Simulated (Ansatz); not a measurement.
Seebeck coefficient (μV/K, mean over directions) of n-type BeO (P6_3mc) against carrier density, PBEsol, rigid bands (Ansatz, an electronic-structure program). Computed gap 7.51 eV; densities at which minority carriers matter at this gap, or further valleys turn the trend, are left out. Conductivity mass 0.61 mₑ (harmonic mean over directions), N_c = 1.2e19 cm⁻³ at 300 K.

```
electron density  300 K  500 K
----------------  -----  -----
1e16 cm⁻³          -823      ?
1e17 cm⁻³          -624   -691
1e18 cm⁻³          -426   -493
3e18 cm⁻³             ?   -399
1e19 cm⁻³          -234   -298
3e19 cm⁻³          -151   -209
1e20 cm⁻³           -80   -124
3e20 cm⁻³           -41    -67
1e21 cm⁻³             ?    -33
```

Problem. Complete the blanks.

Solution. 
- 1e16 cm⁻³, 500 K: -890
- 3e18 cm⁻³, 300 K: -333
- 1e21 cm⁻³, 300 K: -20

Rigid bands with a gap fixed in temperature, one relaxation time for all states, no polarons or phonon drag, and whether or not such doping can be reached. Spin-orbit coupling is left out.
